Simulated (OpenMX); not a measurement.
The system is O.

```
O
1.0
     2.85140   -1.66242    0.00000
     2.85140    1.66242    0.00000
    -2.39449    0.00000    3.64705
O
2
Direct
  0.97599 0.97814 0.83922
  0.00632 0.04506 0.16634
```

The cell isn't the ideal one: atoms moved at random, drawn with an rms of 0.05 Å.

Program: OpenMX 3.8.5. Alike in all runs: task single point; level PBE; no spin polarisation; cell atoms moved at random, drawn with an rms of 0.05 Å; k mesh 11 × 11 × 7; smearing fermi-dirac 0.05 eV.

**Question.** Order these runs on this cell by their pressure, lowest first.
A. potentials or basis OpenMX 2013 PBE set, O6.0-s2p2, grid cutoff 400 Ry
B. potentials or basis OpenMX 2013 PBE set, O6.0-s3p2d2, grid cutoff 400 Ry
C. potentials or basis OpenMX 2013 PBE set, O6.0-s2p2d1, grid cutoff 500 Ry

**Answer.** B (-6.1 GPa), C (-3.0 GPa), A (4.3 GPa).

Caveats: spin is off for a triplet molecule; the basis of atomic orbitals isn't converged, which shifts pressures, moduli and gaps.
